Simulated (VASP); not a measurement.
# CdTe (F-43m) in VASP: notebook

Runs on CdTe. Level: PBE+D4. Tasks: single point, relaxation of cell and atoms.

Program: VASP 6.6.1. These are calculated values, not measurements. Logs are shortened: lines on timing, memory, paths and dates and some standing lists are left out, and cuts for length are marked.

**Measured values to compare with.**

A printed reference work, data compilation reports, for a bulk crystal of CdTe at 0 K: band gap 1.607 eV.

The runs below are set against these values where they give the same quantity.

**1. The cell of the first run**

Symmetry: F-43m, No. 216, cubic system. The conventional cell has a = 6.518 Å, b = 6.518 Å, c = 6.518 Å, α = 90.00°, β = 90.00°, γ = 90.00°. Cd (site symmetry -43m) has 4 Te at 2.82 Å within 3.7 Å. Within 3.7 Å of Te (site symmetry -43m) lie 4 Cd at 2.82 Å.

**2. Single point, PBE+D4**

The input, INCAR:

```
SYSTEM = CdTe
  PREC = Accurate
  ENCUT = 500
  EDIFF = 1E-6
  ISMEAR = 0
  SIGMA = 0.01
  LREAL = .False.
  LASPH = .True.
  NELM = 120
  ALGO = Normal
  ISIF = 2
  LWAVE = .False.
  LCHARG = .True.
  GGA = PE
  IVDW = 13
  LELF = .True.
  LVHAR = .True.
  NBANDS = 16
  GGA_COMPAT = .False.
```

The input, KPOINTS:

```
Automatic mesh
0
Gamma
  5 5 5
  0 0 0
```

The input, POSCAR:

```
CdTe
1.0
    0.0000000000      3.2590952965      3.2590952965
    3.2590952965      0.0000000000      3.2590952965
    3.2590952965      3.2590952965      0.0000000000
Cd Te
1 1
Direct
    0.0000000000      0.0000000000      0.0000000000
    0.2500000000      0.2500000000      0.2500000000
```

Potentials or basis: VASP PAW PBE potentials, release 64 (Cd, Te).

Run with:

```console
$ cat potpaw_PBE.64/Cd/POTCAR potpaw_PBE.64/Te/POTCAR > POTCAR
$ mpirun -np 1 vasp_std > vasp.out
```

OUTCAR:

```text
SYSTEM = CdTe
   PREC = Accurate
   ENCUT = 500
   EDIFF = 1E-6
   ISMEAR = 0
   LREAL = .False.
   LASPH = .True.
   NELM = 120
   ISIF = 2
   GGA = PE
   IVDW = 13

 ion  position               nearest neighbor table
   1  0.000  0.000  0.000-   2 2.82   2 2.82   2 2.82   2 2.82
   2  0.250  0.250  0.250-   1 2.82   1 2.82   1 2.82   1 2.82

  LATTYP: Found a face centered cubic cell.
 ALAT       =     6.5181905930

  Lattice vectors:

 A1 = (   0.0000000000,   3.2590952965,   3.2590952965)
 A2 = (   3.2590952965,   0.0000000000,   3.2590952965)
 A3 = (   3.2590952965,   3.2590952965,   0.0000000000)

Analysis of symmetry for initial positions (statically):
=====================================================================
 Subroutine PRICEL returns:
 Original cell was already a primitive cell.

 Routine SETGRP: Setting up the symmetry group for a
 face centered cubic supercell.

 Subroutine GETGRP returns: Found 24 space group operations
 (whereof 24 operations were pure point group operations)
 out of a pool of 48 trial point group operations.

The static configuration has the point symmetry T_d .

Analysis of symmetry for dynamics (positions and initial velocities):
=====================================================================
 Subroutine PRICEL returns:
 Original cell was already a primitive cell.

 Routine SETGRP: Setting up the symmetry group for a
 face centered cubic supercell.

 Subroutine GETGRP returns: Found 24 space group operations
 (whereof 24 operations were pure point group operations)
 out of a pool of 48 trial point group operations.

The dynamic configuration has the point symmetry T_d .

 Subroutine INISYM returns: Found 24 space group operations
 (whereof 24 operations are pure point group operations),
 and found     1 'primitive' translations

----------------------------------------------------------------------------------------

                                     Primitive cell

  volume of cell :      69.2343

  direct lattice vectors                    reciprocal lattice vectors
     0.000000000  3.259095296  3.259095296    -0.153416809  0.153416809  0.153416809
     3.259095296  0.000000000  3.259095296     0.153416809 -0.153416809  0.153416809
     3.259095296  3.259095296  0.000000000     0.153416809  0.153416809 -0.153416809

  length of vectors
     4.609056769  4.609056769  4.609056769     0.265725708  0.265725708  0.265725708

  position of ions in fractional coordinates (direct lattice)
     0.000000000  0.000000000  0.000000000
     0.250000000  0.250000000  0.250000000

  ion indices of the primitive-cell ions
   primitive index   ion index
                 1           1
                 2           2

----------------------------------------------------------------------------------------

 KPOINTS: Automatic mesh

Automatic generation of k-mesh.
 Grid dimensions read from file:
 generate k-points for:    5    5    5

 Generating k-lattice:

  Cartesian coordinates                     Fractional coordinates (reciprocal lattice)
    -0.030683362  0.030683362  0.030683362     0.200000000  0.000000000  0.000000000
     0.030683362 -0.030683362  0.030683362     0.000000000  0.200000000  0.000000000
     0.030683362  0.030683362 -0.030683362     0.000000000  0.000000000  0.200000000

  Length of vectors
     0.053145142  0.053145142  0.053145142

  Shift w.r.t. Gamma in fractional coordinates (k-lattice)
     0.000000000  0.000000000  0.000000000

 Subroutine IBZKPT returns following result:
 ===========================================

 Found     10 irreducible k-points:

 Following reciprocal coordinates:
            Coordinates               Weight
  0.000000  0.000000  0.000000      1.000000
  0.200000  0.000000  0.000000      8.000000
  0.400000  0.000000  0.000000      8.000000
  0.200000  0.200000  0.000000      6.000000
  0.400000  0.200000  0.000000     24.000000
 -0.400000  0.200000  0.000000     24.000000
 -0.200000  0.200000  0.000000     12.000000
  0.400000  0.400000  0.000000      6.000000
 -0.400000  0.400000  0.000000     12.000000
 -0.400000  0.400000  0.200000     24.000000
   k-points           NKPTS =     10   k-points in BZ     NKDIM =     10   number of bands    NBANDS=     16
   number of dos      NEDOS =    301   number of ions     NIONS =      2
   total plane-waves  NPLWV =  46656
   dimension x,y,z NGX =    36 NGY =   36 NGZ =   36
   dimension x,y,z NGXF=    72 NGYF=   72 NGZF=   72
   ions per type =               1   1
   NGX,Y,Z   is equivalent  to a cutoff of  12.98, 12.98, 12.98 a.u.
   NGXF,Y,Z  is equivalent  to a cutoff of  25.97, 25.97, 25.97 a.u.
 SYSTEM =  CdTe
   PREC   = accura    normal or accurate (medium, high low for compatibility)
   ISTART =      0    job   : 0-new  1-cont  2-samecut
   ICHARG =      2    charge: 1-file 2-atom 10-const
   ISPIN  =      1    spin polarized calculation?
   LNONCOLLINEAR =      F non collinear calculations
   LSORBIT =      F    spin-orbit coupling
   LASPH  =      T    aspherical Exc in radial PAW
   ENCUT  =  500.0 eV  36.75 Ry    6.06 a.u.   8.40  8.40  8.40*2*pi/ulx,y,z
   NELM   =    120;   NELMIN=  2; NELMDL= -5     # of ELM steps
   EDIFF  = 0.1E-05   stopping-criterion for ELM
   LREAL  =      F    real-space projection
   EDIFFG = 0.1E-04   stopping-criterion for IOM
   NSW    =      0    number of steps for IOM
   IBRION =     -1    ionic relax: 0-MD 1-quasi-New 2-CG
   NFREE  =      0    steps in history (QN), initial steepest desc. (CG)
   ISIF   =      2    stress and relaxation
   ISYM   =      2    0-nonsym 1-usesym 2-fastsym
   POTIM  = 0.5000    time-step for ionic-motion
   TEBEG  =    0.0;   TEEND  =   0.0 temperature during run
   PSTRESS=    0.0 pullay stress
   NELECT =      18.0000    total number of electrons
   NUPDOWN=      -1.0000    fix difference up-down
   EMIN   =  10.00;   EMAX   =-10.00  energy-range for DOS
   EFERMI =   0.00;   METHOD = LEGACY
   ISMEAR =     0;   SIGMA  =   0.01  broadening in eV -4-tet -1-fermi 0-gaus
   EFERMI_NEDOS =   21; number of points for ismear=-14 and -15
   IALGO  =     38    algorithm
   IMIX   =      4    mixing-type and parameters
     AMIX     =   0.40;   BMIX     =  1.00
     AMIX_MAG =   1.60;   BMIX_MAG =  1.00
  volume/ion in A,a.u.               =      34.62       233.61
  Fermi-wavevector in a.u.,A,eV,Ry     =   1.044861  1.974501 14.853956  1.091735
  Thomas-Fermi vector in A             =   2.179632
   LORBIT       =      0    0 simple, 1 ext, 2 COOP (PROOUT), +10 PAW based schemes
   GGA     = PE    functional components
   LHFCALC =     F    Hartree Fock is set to
   AEXX    =    0.0000 exact exchange contribution
   IVDW    =    13    specifies the selected vdW correction
   LEPSILON=     F    determine dielectric tensor
   LRPA    =     F    only Hartree local field effects (RPA)
 non-spin polarized calculation
 Gauss-broadening in eV      SIGMA  =   0.01
  energy-cutoff  :      500.00
  volume of cell :       69.23
 maximum number of plane-waves:      1807
 NGX is ok and might be reduce to    36
   NGX = 17   NGY = 17   NGZ = 17

 number of electron      18.0000001 magnetization

 Free energy of the ion-electron system (eV)
  ---------------------------------------------------
  ext. energy  EPLUGINS =         0.00000000
  ---------------------------------------------------
  free energy    TOTEN  =        -4.77491265 eV

  energy without entropy =       -4.77491265  energy(sigma->0) =       -4.77491265

 E-fermi :   2.2564     XC(G=0):  -8.5041

 val. band max:        2.2012870079   @ k =   0.0000   0.0000   0.0000
 cond. band min:       2.9158896282   @ k =   0.0000   0.0000   0.0000
 fundamental gap:      0.7146026203
 Fermi energy:         2.2564367532

 k-point     1 :       0.0000    0.0000    0.0000
  band No.  band energies     occupation
      1      -8.8732      2.00000
      2      -6.0381      2.00000
      3      -6.0381      2.00000
      4      -6.0381      2.00000
      5      -5.7909      2.00000
      6      -5.7909      2.00000
[... 8 lines left out ...]
     15      11.5240      0.00000
     16      11.5240      0.00000

 k-point     2 :       0.2000    0.0000    0.0000
  band No.  band energies     occupation
      1      -8.7408      2.00000
      2      -6.0140      2.00000
      3      -6.0140      2.00000
      4      -5.9175      2.00000
      5      -5.7919      2.00000
      6      -5.7919      2.00000
[... 8 lines left out ...]
     15      10.5982      0.00000
     16      10.6401      0.00000

 k-point     3 :       0.4000    0.0000    0.0000
  band No.  band energies     occupation
      1      -8.5286      2.00000
      2      -5.9822      2.00000
      3      -5.9822      2.00000
      4      -5.7849      2.00000
      5      -5.7849      2.00000
      6      -5.5533      2.00000
[... 8 lines left out ...]
     15      11.6648      0.00000
     16      11.6648      0.00000

 k-point     4 :       0.2000    0.2000    0.0000
  band No.  band energies     occupation
      1      -8.6974      2.00000
      2      -5.9882      2.00000
      3      -5.9882      2.00000
      4      -5.9224      2.00000
      5      -5.7944      2.00000
      6      -5.7808      2.00000
[... 8 lines left out ...]
     15      11.8666      0.00000
     16      11.9104      0.00000

 k-point     5 :       0.4000    0.2000    0.0000
  band No.  band energies     occupation
      1      -8.5144      2.00000
      2      -5.9627      2.00000
      3      -5.9496      2.00000
      4      -5.8322      2.00000
      5      -5.7751      2.00000
      6      -5.5854      2.00000
[... 8 lines left out ...]
     15      12.3569      0.00000
     16      12.4698      0.00000

 k-point     6 :      -0.4000    0.2000    0.0000
  band No.  band energies     occupation
      1      -8.4470      2.00000
      2      -5.9577      2.00000
      3      -5.9488      2.00000
      4      -5.8007      2.00000
      5      -5.7870      2.00000
      6      -5.3819      2.00000
[... 8 lines left out ...]
     15      11.3913      0.00000
     16      12.3824      0.00000

 k-point     7 :      -0.2000    0.2000    0.0000
  band No.  band energies     occupation
      1      -8.5832      2.00000
      2      -5.9858      2.00000
      3      -5.9743      2.00000
      4      -5.8018      2.00000
      5      -5.8005      2.00000
      6      -5.6916      2.00000
[... 8 lines left out ...]
     15      11.7347      0.00000
     16      12.4091      0.00000

 k-point     8 :       0.4000    0.4000    0.0000
  band No.  band energies     occupation
      1      -8.4222      2.00000
      2      -5.8995      2.00000
      3      -5.8995      2.00000
      4      -5.8818      2.00000
      5      -5.7645      2.00000
      6      -5.4421      2.00000
[... 8 lines left out ...]
     15      12.7312      0.00000
     16      14.5453      0.00000

 k-point     9 :      -0.4000    0.4000    0.0000
  band No.  band energies     occupation
      1      -8.3828      2.00000
      2      -5.9215      2.00000
      3      -5.8985      2.00000
      4      -5.8457      2.00000
      5      -5.7728      2.00000
      6      -5.2774      2.00000
[... 8 lines left out ...]
     15      12.1942      0.00000
     16      14.2005      0.00000

 k-point    10 :      -0.4000    0.4000    0.2000
  band No.  band energies     occupation
      1      -8.4077      2.00000
      2      -5.9317      2.00000
      3      -5.9240      2.00000
      4      -5.8245      2.00000
      5      -5.7830      2.00000
      6      -5.3250      2.00000
[... 8 lines left out ...]
     15      12.2396      0.00000
     16      14.1870      0.00000

------------------------ aborting loop because EDIFF is reached ----------------------------------------

  DFT-D4 for vdW energy calculation

  Edisp (eV):   -0.69774

  FORCE on cell =-STRESS in cart. coord.  units (eV):
  Direction    XX          YY          ZZ          XY          YZ          ZX
  --------------------------------------------------------------------------------------
  -------------------------------------------------------------------------------------
  Total       0.05570     0.05570     0.05570     0.00000     0.00000     0.00000
  in kB       1.28897     1.28897     1.28897     0.00000     0.00000     0.00000
  external pressure =        1.29 kB  Pullay stress =        0.00 kB

 VOLUME and BASIS-vectors are now :
 -----------------------------------------------------------------------------
  energy-cutoff  :      500.00
  volume of cell :       69.23
      direct lattice vectors                 reciprocal lattice vectors
     0.000000000  3.259095296  3.259095296    -0.153416809  0.153416809  0.153416809
     3.259095296  0.000000000  3.259095296     0.153416809 -0.153416809  0.153416809
     3.259095296  3.259095296  0.000000000     0.153416809  0.153416809 -0.153416809

 POSITION                                       TOTAL-FORCE (eV/Angst)
 -----------------------------------------------------------------------------------
      0.00000      0.00000      0.00000         0.000000      0.000000      0.000000
      1.62955      1.62955      1.62955        -0.000000     -0.000000     -0.000000
 -----------------------------------------------------------------------------------
    total drift:                                0.000000      0.000000      0.000000

  FREE ENERGIE OF THE ION-ELECTRON SYSTEM (eV)
  ---------------------------------------------------
  free  energy   TOTEN  =        -5.4726502440 eV

  energy  without entropy=       -5.4726502440  energy(sigma->0) =       -5.47265024
```

Run time: 30 s. Hardware: 1 thread of Intel Xeon 8259CL, shared host; peak memory 0.2 GiB.

Results:

```yaml
Free_energy: -5.4727 eV
Pressure: 0.1 GPa
Band_gap_on_the_k_mesh: 0.71 eV
Dispersion_energy_per_atom: -0.349 eV
```

Levels at points of the mesh, in eV from the valence-band top:
| k point | band 5 | band 6 | band 7 | band 8 | band 9 | band 10 | band 11 | band 12 | band 13 | band 14 |
| --- | --- | --- | --- | --- | --- | --- | --- | --- | --- | --- |
| (0.00, 0.00, 0.00) | -7.99 | -7.99 | 0.00 | 0.00 | 0.00 | 0.71 | 4.61 | 4.61 | 4.61 | 7.44 |

Caveat: spin-orbit coupling is left out, which moves the levels of the heavy elements.

**3. Relaxation of cell and atoms, PBE+D4**

This run uses another cell than the first one, of 32.92 Å³/atom.

The input, INCAR:

```
PREC = Accurate ; ENCUT = 500
EDIFF = 1E-7 ; ISMEAR = 0
SIGMA = 0.01 ; LREAL = False
LASPH = True ; NELM = 120
ALGO = Normal ; ISIF = 3
LWAVE = False ; LCHARG = False
GGA = PE ; IVDW = 13
IBRION = 2 ; NSW = 100
EDIFFG = -0.01 ; GGA_COMPAT = False
NELMIN = 4
```

The input, KPOINTS:

```
Automatic mesh
0
Gamma
  5 5 5
```

The input, POSCAR:

```
CdTe
1.0
    0.0000000000      3.2050000000      3.2050000000
    3.2050000000      0.0000000000      3.2050000000
    3.2050000000      3.2050000000      0.0000000000
Cd Te
1 1
Direct
    0.0000000000      0.0000000000      0.0000000000
    0.2500000000      0.2500000000      0.2500000000
```

Potentials or basis: VASP PAW PBE potentials, release 64 (Cd, Te).

Run with:

```console
$ cat potpaw_PBE.64/Cd/POTCAR potpaw_PBE.64/Te/POTCAR > POTCAR
$ mpirun -np 1 vasp_std > vasp.out
```

Run time: 57 s. Hardware: 1 thread of Intel Xeon 8259CL, shared host; peak memory 0.21 GiB.

It converged, with:

```yaml
Free_energy: -5.4725 eV
Relaxed_volume: 34.71 Å³/atom
Relaxed_cell: a = 4.613 Å, b = 4.613 Å, c = 4.613 Å, α = 60.00°, β = 60.00°, γ = 60.00°
Space_group_after_relaxing_to_0.1_Å: F-43m (No. 216)
Energy_gained_by_relaxing: 12.9 meV/atom
Ionic_steps: 3
Pressure_after_relaxing: 0.0 GPa
Band_gap_on_the_k_mesh: 0.71 eV
Dispersion_energy_per_atom: -0.348 eV
```

The path:
| step | energy change (eV) | largest force (eV/Å) | pressure (GPa) | volume (Å³) |
| --- | --- | --- | --- | --- |
| 1 | 0.0000 | 0.0000 | 2.43 | 65.84 |
| 2 | -0.0228 | 0.0000 | -0.71 | 70.71 |
| 3 | -0.0258 | 0.0000 | 0.01 | 69.41 |

Final structure:
```yaml
crystal:
  lattice:
    - [0.00000, 3.26191, 3.26191]
    - [3.26191, 0.00000, 3.26191]
    - [3.26191, 3.26191, 0.00000]
  atoms:
    - { symbol: Cd, position: [0.00000, 0.00000, 0.00000] }
    - { symbol: Te, position: [0.25000, 0.25000, 0.25000] }
```

Levels at points of the mesh, in eV from the valence-band top:
```tsv
k point	band 7	band 8	band 9	band 10	band 11	band 12
(0.00, 0.00, 0.00)	0.00	0.00	0.00	0.71	4.61	4.61
```

Caveat: spin-orbit coupling is left out, which moves the levels of the heavy elements. Zero-point motion and thermal expansion aren't in these numbers.

[end of part 1 of 2]
